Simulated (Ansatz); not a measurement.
Slab: WS2, a slab with vacuum.

```
W S
1.0
     3.18312    0.00000    0.00000
    -1.59156    2.75666    0.00000
     0.00000    0.00000   35.18056
W S
4 8
Direct
  0.33333 0.66667 0.59232
  0.33333 0.66667 0.22340
  0.66667 0.33333 0.77660
  0.66667 0.33333 0.40768
  0.33333 0.66667 0.82115
  0.33333 0.66667 0.45202
  0.66667 0.33333 0.63662
  0.66667 0.33333 0.26774
  0.33333 0.66667 0.73226
  0.33333 0.66667 0.36338
  0.66667 0.33333 0.54798
  0.66667 0.33333 0.17885
```

Base run:

- Program: Ansatz 0.2.0
- Functional: PBE
- Potentials or basis: Ansatz PAW
- Cutoff: 420 eV (not typed: the program's choice for these potentials)
- k mesh: 10 × 10 × 1
- Occupations: fermi-dirac, width 0.05 eV
- Spin: no spin polarisation

Its results: band gap on the k mesh 1.43 eV, indirect (least direct gap 2.11 eV); largest force 0.232 eV/Å.

**Question.** The run is repeated on the same cell with these changes: functional from PBE to LDA. What comes out?

**Answer.** Band gap on the k mesh 1.35 eV, indirect (least direct gap 2.08 eV); largest force 0.539 eV/Å.

Caveats: the k mesh misses the band edges, so the gap on the mesh is wider than the one along the path; spin-orbit coupling is left out, which moves the levels of the heavy elements; the PAW data sets come from PBE, with cores solved anew for the run's functional, which leaves a small shift of forces and pressure (some runs).
